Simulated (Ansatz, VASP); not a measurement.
This is a calculation of Ge (Germanium) for Ansatz 0.2.0. 

File input.yaml:

```yaml
crystal:
  lattice:
    - [0.0, 2.82891, 2.82891]
    - [2.82891, 0.0, 2.82891]
    - [2.82891, 2.82891, 0.0]
  atoms:
    - { symbol: Ge, position: [0.75, 0.75, 0.75] }
    - { symbol: Ge, position: [0.5, 0.5, 0.5] }
kpoints:
  mp_grid: { grid: [8, 8, 8] }
scf:
  occupations: { method: gaussian, width: 0.027 }
hamiltonian:
  xc: pbe
  pseudopotentials: { kind: all_electron, lapw: { basis_error: 0.001 } }
output:
  forces: true
  stress: true
  eigenvalues: true
```

Potentials or basis: all-electron LAPW, scalar-relativistic.

The run is started by

```sh
$ ansatz run input.yaml --threads 1 --pin off --max-ram 3072MiB --backend cpu --events-out ev --progress --plain --runs-dir out
```

**Question.** Set up the same calculation for VASP 6.6.1. Potentials or basis there: PBE PAW files Ge_d, 520 eV.

**Answer.** As run (cutoffs and basis follow the program's own potentials, and thresholds, step limits or extra output files can differ):

The input INCAR:

```
PREC     = Accurate       # precision mode
ENCUT    = 520            # plane-wave cutoff, eV
EDIFF    = 1E-7           # SCF threshold, eV
ISMEAR   = 0              # smearing method
SIGMA    = 0.027000000000000003 # smearing width, eV
LREAL    = False          # projectors in reciprocal space
LASPH    = True           # aspherical terms in the spheres
NELM     = 60             # most SCF steps
ALGO     = Normal         # electronic algorithm
ISIF     = 2              # what is computed and relaxed
LWAVE    = False          # write WAVECAR
LCHARG   = True           # write CHGCAR
GGA      = PE             # functional
LELF     = True           # ELF
LVHAR    = True
```

Contents of KPOINTS:

```
Automatic mesh
0
Gamma
  8 8 8
```

File POSCAR:

```
Ge
1.0
    0.0000000000      2.8289100000      2.8289100000
    2.8289100000      0.0000000000      2.8289100000
    2.8289100000      2.8289100000      0.0000000000
Ge
2
Direct
    0.7500000000      0.7500000000      0.7500000000
    0.5000000000      0.5000000000      0.5000000000
```

Potentials or basis: VASP PAW PBE potentials, release 64 (Ge_d).

Launch:

```bash
$ cat potpaw_PBE.64/Ge_d/POTCAR > POTCAR
$ mpirun -np 1 vasp_std > vasp.out
```

Both were run:

|  | Ansatz | VASP |
| --- | --- | --- |
| Pressure | 3.6 GPa | 3.5 GPa |

Where Ansatz's input types no cutoff or centring, it takes its own default and a Γ-centred mesh.

Pressure is positive in compression.
